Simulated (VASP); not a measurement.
Crystal: MnO2.

```
Mn O
1.0
     2.85658    0.00000    0.00000
    -1.42829    2.47387    0.00000
     0.00000    0.00000    4.60137
Mn O
1 2
Direct
  0.00000 0.00000 0.50000
  0.33333 0.66667 0.70629
  0.66667 0.33333 0.29371
```

Measurements of this composition are mostly on another form, of space group No. 136.

```yaml
Program: VASP 6.6.1
Task: single point
Functional: r2SCAN
Potentials_or_basis: VASP PAW PBE potentials, release 64 (Mn_pv, O)
Cutoff: 900 eV
k_mesh: 13 × 13 × 7
Occupations: gaussian, width 0.02 eV
Spin: collinear spin, ferromagnetic start
Starting_moments: "[4.0, 0.0, 0.0] μB"
```

On this cell: pressure 0.5 GPa; largest force 0.003 eV/Å; net moment 3.00 μB per cell; site moments Mn +2.93; O +0.01 μB; band gap on the k mesh 1.89 eV, indirect (least direct gap 1.99 eV).

The same run follows on a disturbed copy (grid = ENCUT=900 k=13x13x7 ISMEAR=0 SIGMA=0.02 PREC=Accurate EDIFF=1e-08 LREAL=False ADDGRID=False LASPH=True; atoms moved at random, drawn with an rms of 0.1 Å):

```
Mn O
1.0
     2.85658    0.00000    0.00000
    -1.42829    2.47387    0.00000
     0.00000    0.00000    4.60137
Mn O
1 2
Direct
  0.01867 0.99668 0.48862
  0.31656 0.64446 0.71824
  0.64908 0.33907 0.31295
```

**Question.** What does the disturbed cell give?

**Answer.** The energy moves by +115.2 meV/atom; pressure 6.5 GPa; largest force 4.153 eV/Å; net moment 3.00 μB per cell; site moments Mn +2.90; O -0.02, +0.06 μB; band gap on the k mesh 1.74 eV, indirect (least direct gap 1.80 eV).

Forces in eV/Å, atoms in the order of the input:
```
Mn  -1.778 -0.170  3.750
O    0.100  0.503 -1.235
O    1.678 -0.333 -2.515
```

Stress tensor (GPa, compression positive):
```
 7.22  4.96 -6.11
 4.96  8.72  3.86
-6.11  3.86  3.59
```

Caveats: the PAW data sets were made with another functional, which shifts forces and pressure a little; an odd mesh through Γ misses points on the zone boundary, where band edges often lie; a cell with one magnetic atom can't hold antiferromagnetic order, which such compounds often take.
